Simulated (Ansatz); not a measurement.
# Ti: the cost of one run

Program: Ansatz 0.2.0. Level of theory: DFT LDA, scalar-relativistic, plane waves, PAW. These are calculated values, not measurements.

28 further runs of the same task are left out: 28 set aside as unsound or not needed.

**1. The structure to begin with**

It takes space group Fm-3m (No. 225, cubic). The conventional cell has a = 4.001 Å, b = 4.001 Å, c = 4.001 Å, α = 90.00°, β = 90.00°, γ = 90.00°. Ti (site symmetry m-3m) has 12 Ti at 2.83 Å as nearest neighbours.

Structure file:

```cif
data_structure
_symmetry_space_group_name_H-M 'Fm-3m'
_symmetry_Int_Tables_number 225
_cell_length_a 4.0011
_cell_length_b 4.0011
_cell_length_c 4.0011
_cell_angle_alpha 90.000
_cell_angle_beta 90.000
_cell_angle_gamma 90.000
_cell_volume 64.05
loop_
_atom_site_label
_atom_site_type_symbol
_atom_site_symmetry_multiplicity
_atom_site_Wyckoff_symbol
_atom_site_fract_x
_atom_site_fract_y
_atom_site_fract_z
_atom_site_occupancy
Ti1 Ti 4 a 0.00000 0.00000 0.00000 1
```

This cell was relaxed beforehand with the same method: volume 16.01 Å³/atom, gap on the mesh none (metal).

**2. Plan of the line**

The energy is mapped over volume and a fixed ferromagnetic moment.

- volume per atom: 7 values from 13.13 to 18.89 Å³
- total spin moment of the cell, held fixed: 9 values from 0.000 to 1.000 μB

Nothing else is relaxed (shape and fractional coordinates fixed). Points are written as (first, second).

**3. The run at (13.13 Å³, 0.375 μB)**

input.yaml

```yaml
crystal:
  lattice:
    - [0.0, 1.8724558086, 1.8724558086]
    - [1.8724558086, 0.0, 1.8724558086]
    - [1.8724558086, 1.8724558086, 0.0]
  atoms:
    - { symbol: Ti, position: [0.0, 0.0, 0.0], spin: 0.375 }
basis:
  ecutwfc: 520.0
kpoints:
  mp_grid: { grid: [22, 22, 22] }
hamiltonian:
  xc: lda
scf:
  occupations: { method: gaussian, width: 0.15 }
  lower_state_search: "off"
output:
  forces: true
  stress: true
  eigenvalues: true
  populations: true
magnetization:
  spin_polarized: true
  initial_magnetization: 0.375
  spin_locking: { lock_magnetization: hard }
```

Run with:

```bash
$ ansatz run input.yaml --threads 1 --pin off --max-ram 2048MiB --backend cpu --events-out ev --progress --plain --runs-dir out
```

What time and memory should one allow on 1 thread of Intel Xeon 6975P-C (Granite Rapids), shared host?

About 6.7 s, with a peak of 0.43 GiB.
